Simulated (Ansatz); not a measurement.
# Property card for FeCo$_{3}$

These are results of DFT PBEsol, scalar-relativistic, plane waves, PAW (Ansatz 0.2.0), not measurements.

Settings: cutoff 420 eV, Γ-centred mesh 12×12×12 on the computed 4-atom cell, Gaussian smearing of 0.10 eV; collinear spin from starting moments 2.77 1.78 1.78 1.78 μB.

The structure is relaxed at this level of theory with its symmetry kept. Whether it is the stable form of this composition wasn't checked.

The structure is cubic, space group Pm-3m (No. 221). The conventional cell has a = 3.488 Å, b = 3.488 Å, c = 3.488 Å, α = 90.00°, β = 90.00°, γ = 90.00°. Around Fe (site symmetry m-3m) lie 12 Co at 2.47 Å. Co (site symmetry 4/mmm) is surrounded by 4 Fe at 2.47 Å and 8 Co at 2.47 Å.

```json
{
  "Volume per atom": "10.61 Å³",
  "Formation energy from the elements' standard states (uncorrected)": "+0.024 eV/atom",
  "Kohn–Sham band gap": "none (metal)",
  "Density of states at the Fermi level": "3.86 states/eV per cell",
  "Löwdin character within 0.5 eV of the Fermi level": "Co 3d 76 %, Fe 3d 17 %",
  "Bulk modulus": "227 GPa",
  "Its pressure derivative": "3.9",
  "Bader charges (e)": "Fe (1 in the cell) 0.22, Co (3 in the cell) -0.07",
  "Total moment": "7.18 μB per cell",
  "Site moments (μB; atoms counted from 1 over the whole cell)": "Fe (atom 1) 2.52, Co (atom 2) 1.62, Co (atom 3) 1.62, Co (atom 4) 1.62"
}
```

Only this magnetic start was tried.